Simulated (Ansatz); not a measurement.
# Sb: further runs on the relaxed cell

An exercise on one series of results from a longer session: the logs are not shown, and one member is left open.

Program: Ansatz 0.2.0. Level of theory: DFT PBEsol, scalar-relativistic, plane waves, PAW. These are calculated values, not measurements.

2 further runs of the same task are left out: 2 set aside as unsound or not needed.

## The system as given

Symmetry: Pm-3m, No. 221, cubic system. Conventional cell: a = 3.062 Å, b = 3.062 Å, c = 3.062 Å, α = 90.00°, β = 90.00°, γ = 90.00°. Around Sb (site symmetry m-3m) lie 6 Sb at 3.06 Å.

Structure file:

```cif
data_structure
_symmetry_space_group_name_H-M 'Pm-3m'
_symmetry_Int_Tables_number 221
_cell_length_a 3.0617
_cell_length_b 3.0617
_cell_length_c 3.0617
_cell_angle_alpha 90.000
_cell_angle_beta 90.000
_cell_angle_gamma 90.000
_cell_volume 28.70
loop_
_atom_site_label
_atom_site_type_symbol
_atom_site_symmetry_multiplicity
_atom_site_Wyckoff_symbol
_atom_site_fract_x
_atom_site_fract_y
_atom_site_fract_z
_atom_site_occupancy
Sb1 Sb 1 a 0.00000 0.00000 0.00000 1
```

This cell was relaxed beforehand with the same method: volume 28.70 Å³/atom, gap on the mesh none (metal).

Set-up of the first run:

Contents of input.yaml:

```yaml
crystal:
  lattice:
    - [3.0617437794, 0.0, 0.0]
    - [0.0, 3.0617437794, 0.0]
    - [0.0, 0.0, 3.0617437794]
  atoms:
    - { symbol: Sb, position: [0.0, 0.0, 0.0] }
basis:
  ecutwfc: 420
kpoints:
  mp_grid: { grid: [14, 14, 14] }
  band_path:
    path:
      - [[0.0, 0.0, 0.0], [0.0, 0.5, 0.0], [0.5, 0.5, 0.0], [0.0, 0.0, 0.0], [0.5, 0.5, 0.5], [0.0, 0.5, 0.0]]
      - [[0.5, 0.5, 0.5], [0.5, 0.5, 0.0]]
    npoints: 14
hamiltonian:
  xc: pbesol
scf:
  occupations: { method: gaussian, width: 0.1 }
  n_extra_bands: 6
output:
  forces: true
  stress: true
  eigenvalues: true
  populations: true
  dos: { projected: true, de: 0.02, nscf_kmesh: { grid: [21, 21, 21] } }
  bader: true
  write_density: true
  write_potential: true
  elf: true
  volumetric_format: npy
```

On the command line:

```
> ansatz run input.yaml --threads 1 --pin off --max-ram 2560MiB --backend cpu --events-out ev --progress --plain --runs-dir out
```

Among the steps run: Bands, states and charges; Back to the database's cell; Volume × 0.97; Point at V/V0 = 1.03; The cell scaled to 0.94 of its volume; Point at V/V0 = 1.06; The cell scaled to 0.91 of its volume; Point at V/V0 = 1.10; Point at V/V0 = 0.88.

One table of the session follows, with a row left open; its other results are not shown here.

It belongs to the step «Fit of the equation of state». 

| volume (Å³/atom) | energy above the lowest point (meV/atom) | pressure (GPa) |
| --- | --- | --- |
| 25.257 | 97.8 | 10.41 |
| 26.118 | ? | ? |
| 26.980 | 21.6 | 4.29 |
| 27.841 | 5.0 | 1.97 |
| 28.702 | 0.0 | -0.02 |
| 29.563 | 4.8 | -1.70 |
| 30.424 | 17.8 | -3.14 |
| 31.572 | 46.1 | -4.74 |

Estimate the missing values for volume (Å³/atom) = 26.118.

Worked estimate for «energy above the lowest point (meV/atom)». A straight line through the neighbours (25.257, 97.8) and (26.980, 21.6) gives 97.8 + (21.6 − 97.8) × (26.118 − 25.257) / (26.980 − 25.257) = 59.7; a parabola fitted to 3 rows on both sides gives 52.6.

The run gave: energy above the lowest point (meV/atom): 51.5; pressure (GPa): 7.04. In «energy above the lowest point (meV/atom)» the line misses by +8.2 and the parabola by +1.1.
